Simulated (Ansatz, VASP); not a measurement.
Two plane-wave programs on K

```xyz
1
Lattice="3.4215 0.0000 0.0000 0.0000 3.4215 0.0000 0.0000 0.0000 3.4215" Properties=species:S:1:pos:R:3 pbc="T T T"
K     0.0000    0.0000    0.0000
```

Change from the starting cell: volume scaled by 0.52, PAW files.

Alike in both runs: task single point; functional PBEsol; k mesh 9 × 9 × 9; occupations fermi-dirac, width 0.1 eV; no spin polarisation.

```csv
,VASP,Ansatz
version,VASP 6.6.1,Ansatz 0.2.0
potentials or method,"VASP PAW PBE potentials, release 64 (K_sv)","PAW with Ansatz's default frozen-core files, scalar-relativistic"
plane-wave cutoff (eV),520,420
valence electrons in the cell,9,9
```

```csv
,VASP,Ansatz,Ansatz less VASP
pressure (GPa),6.0,6.0,-0.03
```

Caveats: the PAW data sets were made with another functional, which shifts forces and pressure a little (VASP).
